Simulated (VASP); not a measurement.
# Al (P6_3/mmc) in VASP: single point with RPBE

Aim: the single point of Al with RPBE.

Everything below comes from runs of VASP 6.6.1. Logs are shortened: lines on timing, memory, paths and dates and some standing lists are left out, and cuts for length are marked.

### 1 The structure

The structure is hexagonal, space group P6_3/mmc (No. 194). The conventional cell has a = 2.827 Å, b = 2.827 Å, c = 9.186 Å, α = 90.00°, β = 90.00°, γ = 120.00°. Al (site symmetry -3m) has 12 Al at 2.82 to 2.83 Å as nearest neighbours. Al (site symmetry -6m2) is surrounded by 12 Al at 2.82 to 2.83 Å.

This isn't the form of Al at room conditions, which is fcc.

### 2 Single point, RPBE

INCAR reads:

```
SYSTEM = Al
PREC = Accurate
ENCUT = 520
EDIFF = 1E-6
ISMEAR = -1
SIGMA = 0.1
LREAL = .FALSE.
LASPH = .TRUE.
NELM = 100
ALGO = Normal
ISIF = 2
LWAVE = .FALSE.
LCHARG = .TRUE.
GGA = RP
LELF = .TRUE.
LVHAR = .TRUE.
NBANDS = 14
```

KPOINTS reads:

```
regular mesh
0
G
  5 5 2
  0 0 0
```

POSCAR reads:

```
Al
1.0
    2.8270770200      0.0000000000      0.0000000000
   -1.4135385100      2.4483205200      0.0000000000
    0.0000000000      0.0000000000      9.1859930700
Al
4
Direct
    0.0000000000      0.0000000000      0.0000000000
    0.3333333318      0.6666666708      0.2500000003
    0.0000000000      0.0000000000      0.5000000005
    0.6666666717      0.3333333292      0.7499999997
```

Potentials or basis: VASP PAW PBE potentials, release 64 (Al).

Command:

```sh
$ cat potpaw_PBE.64/Al/POTCAR > POTCAR
$ mpirun -np 1 vasp_std > vasp.out
```

OUTCAR:

```text
SYSTEM = Al
   PREC = Accurate
   ENCUT = 520
   EDIFF = 1E-6
   ISMEAR = -1
   LREAL = .FALSE.
   LASPH = .TRUE.
   NELM = 100
   ISIF = 2
   GGA = RP

 ion  position               nearest neighbor table
   1  0.000  0.000  0.000-   4 2.82   2 2.82   2 2.82   2 2.82   4 2.82   4 2.82
   2  0.333  0.667  0.250-   3 2.82   1 2.82   3 2.82   1 2.82   3 2.82   1 2.82
   3  0.000  0.000  0.500-   4 2.82   2 2.82   4 2.82   4 2.82   2 2.82   2 2.82
   4  0.667  0.333  0.750-   3 2.82   1 2.82   3 2.82   3 2.82   1 2.82   1 2.82

  LATTYP: Found a hexagonal cell.
 ALAT       =     2.8270770200
 C/A-ratio  =     3.2492899928

  Lattice vectors:

 A1 = (   2.8270770200,   0.0000000000,   0.0000000000)
 A2 = (  -1.4135385100,   2.4483205200,   0.0000000000)
 A3 = (   0.0000000000,   0.0000000000,   9.1859930700)

Analysis of symmetry for initial positions (statically):
=====================================================================
 Subroutine PRICEL returns:
 Original cell was already a primitive cell.

 Routine SETGRP: Setting up the symmetry group for a
 hexagonal supercell.

 Subroutine GETGRP returns: Found 24 space group operations
 (whereof 12 operations were pure point group operations)
 out of a pool of 24 trial point group operations.

The static configuration has the point symmetry D_3d.
 The point group associated with its full space group is D_6h.

Analysis of symmetry for dynamics (positions and initial velocities):
=====================================================================
 Subroutine PRICEL returns:
 Original cell was already a primitive cell.

 Routine SETGRP: Setting up the symmetry group for a
 hexagonal supercell.

 Subroutine GETGRP returns: Found 24 space group operations
 (whereof 12 operations were pure point group operations)
 out of a pool of 24 trial point group operations.

The dynamic configuration has the point symmetry D_3d.
 The point group associated with its full space group is D_6h.

 Subroutine INISYM returns: Found 24 space group operations
 (whereof 12 operations are pure point group operations),
 and found     1 'primitive' translations

----------------------------------------------------------------------------------------

                                     Primitive cell

  volume of cell :      63.5817

  direct lattice vectors                    reciprocal lattice vectors
     2.827077020  0.000000000  0.000000000     0.353722234  0.204221627  0.000000000
    -1.413538510  2.448320520  0.000000000     0.000000000  0.408443254  0.000000000
     0.000000000  0.000000000  9.185993070     0.000000000  0.000000000  0.108861393

  length of vectors
     2.827077020  2.827077022  9.185993070     0.408443254  0.408443254  0.108861393

  position of ions in fractional coordinates (direct lattice)
     0.000000000  0.000000000  0.000000000
     0.333333332  0.666666671  0.250000000
     0.000000000  0.000000000  0.500000001
     0.666666672  0.333333329  0.750000000

  ion indices of the primitive-cell ions
   primitive index   ion index
                 1           1
                 2           2
                 3           3
                 4           4

----------------------------------------------------------------------------------------

 KPOINTS: regular mesh

Automatic generation of k-mesh.
 Grid dimensions read from file:
 generate k-points for:    5    5    2

 Generating k-lattice:

  Cartesian coordinates                     Fractional coordinates (reciprocal lattice)
     0.070744447  0.040844325  0.000000000     0.200000000  0.000000000  0.000000000
     0.000000000  0.081688651  0.000000000     0.000000000  0.200000000  0.000000000
     0.000000000  0.000000000  0.054430696     0.000000000  0.000000000  0.500000000

  Length of vectors
     0.081688651  0.081688651  0.054430696

  Shift w.r.t. Gamma in fractional coordinates (k-lattice)
     0.000000000  0.000000000  0.000000000

 Subroutine IBZKPT returns following result:
 ===========================================

 Found     10 irreducible k-points:

 Following reciprocal coordinates:
            Coordinates               Weight
  0.000000  0.000000  0.000000      1.000000
  0.200000  0.000000  0.000000      6.000000
  0.400000  0.000000  0.000000      6.000000
  0.200000  0.200000  0.000000      6.000000
  0.400000  0.200000  0.000000      6.000000
  0.000000  0.000000  0.500000      1.000000
  0.200000  0.000000  0.500000      6.000000
  0.400000  0.000000  0.500000      6.000000
  0.200000  0.200000  0.500000      6.000000
  0.400000  0.200000  0.500000      6.000000
   k-points           NKPTS =     10   k-points in BZ     NKDIM =     10   number of bands    NBANDS=     14
   number of dos      NEDOS =    301   number of ions     NIONS =      4
   total plane-waves  NPLWV =  40320
   dimension x,y,z NGX =    24 NGY =   24 NGZ =   70
   dimension x,y,z NGXF=    48 NGYF=   48 NGZF=  140
   ions per type =               4
   NGX,Y,Z   is equivalent  to a cutoff of  14.11, 14.11, 12.67 a.u.
   NGXF,Y,Z  is equivalent  to a cutoff of  28.23, 28.23, 25.34 a.u.
 SYSTEM =  Al
   PREC   = accura    normal or accurate (medium, high low for compatibility)
   ISTART =      0    job   : 0-new  1-cont  2-samecut
   ICHARG =      2    charge: 1-file 2-atom 10-const
   ISPIN  =      1    spin polarized calculation?
   LNONCOLLINEAR =      F non collinear calculations
   LSORBIT =      F    spin-orbit coupling
   LASPH  =      T    aspherical Exc in radial PAW
   ENCUT  =  520.0 eV  38.22 Ry    6.18 a.u.   5.26  5.26 17.08*2*pi/ulx,y,z
   NELM   =    100;   NELMIN=  2; NELMDL= -5     # of ELM steps
   EDIFF  = 0.1E-05   stopping-criterion for ELM
   LREAL  =      F    real-space projection
   EDIFFG = 0.1E-04   stopping-criterion for IOM
   NSW    =      0    number of steps for IOM
   IBRION =     -1    ionic relax: 0-MD 1-quasi-New 2-CG
   NFREE  =      0    steps in history (QN), initial steepest desc. (CG)
   ISIF   =      2    stress and relaxation
   ISYM   =      2    0-nonsym 1-usesym 2-fastsym
   POTIM  = 0.5000    time-step for ionic-motion
   TEBEG  =    0.0;   TEEND  =   0.0 temperature during run
   PSTRESS=    0.0 pullay stress
   NELECT =      12.0000    total number of electrons
   NUPDOWN=      -1.0000    fix difference up-down
   EMIN   =  10.00;   EMAX   =-10.00  energy-range for DOS
   EFERMI =   0.00;   METHOD = LEGACY
   ISMEAR =    -1;   SIGMA  =   0.10  broadening in eV -4-tet -1-fermi 0-gaus
   EFERMI_NEDOS =   21; number of points for ismear=-14 and -15
   IALGO  =     38    algorithm
   IMIX   =      4    mixing-type and parameters
     AMIX     =   0.40;   BMIX     =  1.00
     AMIX_MAG =   1.60;   BMIX_MAG =  1.00
  volume/ion in A,a.u.               =      15.90       107.27
  Fermi-wavevector in a.u.,A,eV,Ry     =   0.939055  1.774557 11.997959  0.881825
  Thomas-Fermi vector in A             =   2.066329
   LORBIT       =      0    0 simple, 1 ext, 2 COOP (PROOUT), +10 PAW based schemes
   GGA     = RP    functional components
   LHFCALC =     F    Hartree Fock is set to
   AEXX    =    0.0000 exact exchange contribution
   IVDW    =     0    specifies the selected vdW correction
   LEPSILON=     F    determine dielectric tensor
   LRPA    =     F    only Hartree local field effects (RPA)
 non-spin polarized calculation
  energy-cutoff  :      520.00
  volume of cell :       63.58
 maximum number of plane-waves:      1721
 NGX is ok and might be reduce to    24
   NGX = 11   NGY = 11   NGZ = 35

 number of electron      12.0000000 magnetization

 Free energy of the ion-electron system (eV)
  ---------------------------------------------------
  ext. energy  EPLUGINS =         0.00000000
  ---------------------------------------------------
  free energy    TOTEN  =       -13.94517455 eV

  energy without entropy =      -13.90136754  energy(sigma->0) =      -13.92327105

 E-fermi :   8.6053     XC(G=0): -10.2767

 val. band max:        8.5510761644   @ k =   0.2000   0.0000   0.5000
 cond. band min:       9.1341704377   @ k =   0.4000   0.2000   0.5000
 fundamental gap:      0.5830942733
 Fermi energy:         8.6053103068

 k-point     1 :       0.0000    0.0000    0.0000
  band No.  band energies     occupation
      1      -2.9098      2.00000
      2      -1.1679      2.00000
      3      -1.1640      2.00000
      4       3.7463      2.00000
      5       4.1523      2.00000
      6      12.1021      0.00000
      7      12.1161      0.00000
      8      19.4044      0.00000
      9      19.4044      0.00000
     10      19.5429      0.00000
     11      19.5429      0.00000
     12      20.4848      0.00000
     13      20.4862      0.00000
     14      20.6478      0.00000

 k-point     2 :       0.2000    0.0000    0.0000
  band No.  band energies     occupation
      1      -1.9255      2.00000
      2      -0.1966      2.00000
      3      -0.1921      2.00000
      4       4.6581      2.00000
      5       5.0984      2.00000
      6      11.9888      0.00000
      7      12.7107      0.00000
      8      13.2894      0.00000
      9      13.8437      0.00000
     10      14.1583      0.00000
     11      16.1088      0.00000
     12      17.2872      0.00000
     13      17.5936      0.00000
     14      17.5988      0.00000

 k-point     3 :       0.4000    0.0000    0.0000
  band No.  band energies     occupation
      1       0.9844      2.00000
      2       2.6658      2.00000
      3       2.6757      2.00000
      4       5.6242      2.00000
      5       7.1148      2.00000
      6       7.2576      2.00000
      7       7.7159      1.99973
      8       8.3241      1.88669
      9      12.0241      0.00000
     10      12.4561      0.00000
     11      14.4350      0.00000
     12      15.0351      0.00000
     13      15.4060      0.00000
     14      15.9243      0.00000

 k-point     4 :       0.2000    0.2000    0.0000
  band No.  band energies     occupation
      1       0.0218      2.00000
      2       1.7227      2.00000
      3       1.7293      2.00000
      4       6.4712      2.00000
      5       6.8164      2.00000
      6       9.3813      0.00085
      7       9.6988      0.00004
      8      10.7070      0.00000
      9      10.7410      0.00000
     10      11.3705      0.00000
     11      11.7248      0.00000
     12      14.7924      0.00000
     13      15.0563      0.00000
     14      15.4710      0.00000

 k-point     5 :       0.4000    0.2000    0.0000
  band No.  band energies     occupation
      1       3.7903      2.00000
      2       3.8614      2.00000
      3       5.1128      2.00000
      4       5.1856      2.00000
      5       5.8188      2.00000
      6       5.8945      2.00000
      7       8.3146      1.89637
      8       9.7603      0.00002
      9       9.9477      0.00000
     10       9.9667      0.00000
     11      10.7702      0.00000
     12      11.3209      0.00000
     13      11.5258      0.00000
     14      14.8159      0.00000

 k-point     6 :       0.0000    0.0000    0.5000
  band No.  band energies     occupation
      1      -2.4717      2.00000
      2      -2.4717      2.00000
      3       0.9824      2.00000
      4       0.9824      2.00000
      5       7.6814      1.99981
      6       7.6814      1.99981
      7      17.0954      0.00000
      8      17.0954      0.00000
      9      19.7391      0.00000
     10      19.7391      0.00000
     11      19.7396      0.00000
     12      19.7407      0.00000
     13      19.9035      0.00000
     14      19.9035      0.00000

 k-point     7 :       0.2000    0.0000    0.5000
  band No.  band energies     occupation
      1      -1.4905      2.00000
      2      -1.4905      2.00000
      3       1.9372      2.00000
      4       1.9372      2.00000
      5       8.5511      1.26471
      6       8.5511      1.26471
      7      12.7085      0.00000
      8      12.7085      0.00000
      9      15.6806      0.00000
     10      15.6806      0.00000
     11      16.4802      0.00000
     12      16.4802      0.00000
     13      17.4512      0.00000
     14      17.4512      0.00000

 k-point     8 :       0.4000    0.0000    0.5000
  band No.  band energies     occupation
      1       1.4091      2.00000
      2       1.4091      2.00000
      3       4.6942      2.00000
      4       4.6942      2.00000
      5       6.2159      2.00000
      6       6.2159      2.00000
      7       9.4648      0.00037
      8       9.4648      0.00037
      9      11.4143      0.00000
     10      11.4143      0.00000
     11      14.8067      0.00000
     12      14.8067      0.00000
     13      15.2352      0.00000
     14      15.2352      0.00000

 k-point     9 :       0.2000    0.2000    0.5000
  band No.  band energies     occupation
      1       0.4502      2.00000
      2       0.4502      2.00000
      3       3.8167      2.00000
      4       3.8167      2.00000
      5       9.3937      0.00075
      6       9.3937      0.00075
      7       9.7864      0.00001
      8       9.7864      0.00001
      9      11.0426      0.00000
     10      11.0426      0.00000
     11      12.9921      0.00000
     12      12.9921      0.00000
     13      13.6113      0.00000
     14      13.6113      0.00000

 k-point    10 :       0.4000    0.2000    0.5000
  band No.  band energies     occupation
      1       4.1880      2.00000
      2       4.1880      2.00000
      3       4.2721      2.00000
      4       4.2721      2.00000
      5       7.2264      2.00000
      6       7.2264      2.00000
      7       7.8496      1.99896
      8       7.8496      1.99896
      9       9.1342      0.01005
     10       9.1342      0.01005
     11      12.3063      0.00000
     12      12.3063      0.00000
     13      14.0044      0.00000
     14      14.0044      0.00000

------------------------ aborting loop because EDIFF is reached ----------------------------------------

  FORCE on cell =-STRESS in cart. coord.  units (eV):
  Direction    XX          YY          ZZ          XY          YZ          ZX
  --------------------------------------------------------------------------------------
  -------------------------------------------------------------------------------------
  Total       -0.4868547     -0.4868547      7.0311128      0.0000000      0.0000000      0.0000000
  in kB      -12.2681163    -12.2681163    177.1750731      0.0000000      0.0000000      0.0000000
  external PRESSURE =      50.8796135 kB  Pullay stress =       0.0000000 kB

 VOLUME and BASIS-vectors are now :
 -----------------------------------------------------------------------------
  energy-cutoff  :      520.00
  volume of cell :       63.58
      direct lattice vectors                 reciprocal lattice vectors
     2.827077020  0.000000000  0.000000000     0.353722234  0.204221627  0.000000000
    -1.413538510  2.448320520  0.000000000     0.000000000  0.408443254  0.000000000
     0.000000000  0.000000000  9.185993070     0.000000000  0.000000000  0.108861393

 POSITION                                       TOTAL-FORCE (eV/Angst)
 -----------------------------------------------------------------------------------
      0.00000      0.00000      0.00000         0.000000      0.000000      0.000000
     -0.00000      1.63221      2.29650         0.000000      0.000000     -0.000000
      0.00000      0.00000      4.59300         0.000000      0.000000      0.000000
      1.41354      0.81611      6.88949        -0.000000      0.000000     -0.000000
 -----------------------------------------------------------------------------------
    total drift:                                0.000000      0.000000      0.000000

  FREE ENERGIE OF THE ION-ELECTRON SYSTEM (eV)
  ---------------------------------------------------
  free  energy   TOTEN  =       -13.9451745522 eV

  energy  without entropy=      -13.9013675444  energy(sigma->0) =      -13.92327105
```

Run time: 8.3 s. Hardware: 1 thread of Intel Xeon Platinum 8559C (Emerald Rapids), shared host; peak memory 0.17 GiB.

What came out:

```
Free energy            : -13.9452 eV
Pressure               : 5.1 GPa
Band gap on the k mesh : none (metal or under the smearing width)
```

Stress tensor (GPa, compression positive):
```
-1.23  0.00  0.00
 0.00 -1.23  0.00
 0.00  0.00 17.72
```

Levels at points of the mesh, in eV from the Fermi level:
```csv
k point,band 3,band 4,band 5,band 6,band 7,band 8,band 9,band 10
"(0.00, 0.00, 0.00)",-9.77,-4.86,-4.45,3.50,3.51,10.80,10.80,10.94
"(0.00, 0.00, 0.50)",-7.62,-7.62,-0.92,-0.92,8.49,8.49,11.13,11.13
```

Caveat: the k mesh is coarse (spacing up to 0.51 Å⁻¹), so the values aren't converged; the PAW data sets were made with another functional, which shifts forces and pressure a little.
